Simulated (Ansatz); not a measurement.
We consider cubic perovskite CsPbI3 (cubic high-temperature phase), described by PBE+SOC (Ansatz, an electronic-structure program, plane waves, PAW).

Run with plane-wave cutoff 520 eV, 6×6×6 k mesh, Fermi–Dirac smearing 0.01 eV, PAW data made under PBE.

Pressure at four volumes; x = ln(V/52.309 Å³). One pressure is withheld.

```csv
V (Å³/atom),x,P (GPa)
49.170,-0.0619,?
50.216,-0.0408,0.647
52.309,0.0000,0.001
55.447,0.0583,-0.728
```

### Question
Pass a parabola P(x) through the three rows shown, estimate the bulk modulus and its pressure derivative near zero pressure, and predict the withheld pressure.

### Answer
Slopes between the rows: (0.001 − (0.647))/(0.0000 − (-0.0408)) = -15.83 and (-0.728 − (0.001))/(0.0583 − (0.0000)) = -12.50 GPa. Their difference over the span 0.0991 is c = 3.33/0.0991 = 33.6 GPa, so P(x) = 0.647 + (-15.83)(x − (-0.0408)) + 33.6 (x − (-0.0408))(x − (0.0000)). At the middle row B = −dP/dx = −[-15.83 + 33.6 × 0.0408] = 14.5 GPa, and B′ = dB/dP = 2c/B = 4.6. At x = -0.0619 the parabola gives 1.025 GPa; the run gives 1.029 GPa. The Birch–Murnaghan fit to the energies at all volumes has B0 = 14.4 GPa and B′ = 4.8.

Note: the relaxation could not lower the start's symmetry, so the cell can be a saddle point above a distorted one.
